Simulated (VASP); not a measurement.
Au: single point with PBE

The system is Au.

```xyz
4
Lattice="2.8679 0.0000 0.0000 -1.4339 2.4837 0.0000 0.0000 0.0000 10.5622" Properties=species:S:1:pos:R:3 pbc="T T T"
Au    0.0000    1.6558    4.0292
Au    1.4339    0.8279    9.3103
Au    1.4339    0.8279    6.5330
Au    0.0000    1.6558    1.2519
```

The cell was built by a generator and needn't be a form met in nature.

```json
{
  "Program": "VASP 6.6.1",
  "Task": "single point",
  "Functional": "PBE",
  "Potentials or basis": "VASP PAW PBE potentials, release 64 (Au)",
  "Cutoff": "520 eV",
  "k mesh": "9 × 9 × 2",
  "Occupations": "gaussian, width 0.1 eV",
  "Spin": "no spin polarisation"
}
```

```json
{"Pressure": "-0.3 GPa", "Largest force": "0.043 eV/Å", "Band gap on the k mesh": "none (metal or under the smearing width)"}
```

Forces in eV/Å, atoms in the order of the input:
```
Au   0.000  0.000  0.043
Au   0.000  0.000  0.043
Au   0.000  0.000 -0.043
Au   0.000  0.000 -0.043
```

Stress tensor (GPa, compression positive):
```
-0.48  0.00  0.00
 0.00 -0.48  0.00
 0.00  0.00  0.12
```

Levels at points of the mesh, in eV from the Fermi level:
```csv
k point,band 19,band 20,band 21,band 22,band 23,band 24,band 25,band 26
"(0.00, 0.00, 0.00)",-2.42,-2.34,-2.34,-1.78,-1.78,-0.96,1.71,7.67
"(0.00, 0.00, 0.50)",-2.75,-2.75,-1.97,-1.97,-1.97,-1.97,4.28,4.28
```

It took 41 s on 1 thread of Intel(R) Xeon(R) Platinum 8488C (Sapphire Rapids), on a shared host, peak memory 0.21 GiB.

Spin-orbit coupling is left out, which matters for the levels of Au.
